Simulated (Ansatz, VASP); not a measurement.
**Two plane-wave programs on Hf**

```
Hf
1.0
    -1.74489    1.74489    1.74489
     1.74489   -1.74489    1.74489
     1.74489    1.74489   -1.74489
Hf
1
Direct
  0.00000 0.00000 0.00000
```

Alike in both runs: functional PBEsol; k mesh 22 × 22 × 22; occupations gaussian, width 0.1 eV; no spin polarisation.

Ansatz relaxed the structure, and its values are those at the end. VASP's run is a single point on that final structure, the one shown.

|  | VASP | Ansatz |
| --- | --- | --- |
| version | VASP 6.6.1 | Ansatz 0.2.0 |
| potentials or method | VASP PAW PBE potentials, release 64 (Hf_pv) | scalar-relativistic, plane waves, PAW |
| plane-wave cutoff (eV) | 520 | 420 |
| valence electrons in the cell | 10 | 26 |

|  | VASP | Ansatz | Ansatz less VASP |
| --- | --- | --- | --- |
| gap on the k mesh at the Fermi level (eV) | none | none | - |
| pressure (GPa) | -0.2 | 0.0 | +0.21 |

A gap of «none» marks a metal or a gap that the smearing closes. With one functional, cell and mesh, what is left measures potentials, basis and numerics. The two sets of potentials don't hold the same shells in valence.

Caveats: the PAW data sets were made with another functional, which shifts forces and pressure a little (VASP). The runs have no spin-orbit coupling, so splittings on Hf are missing.
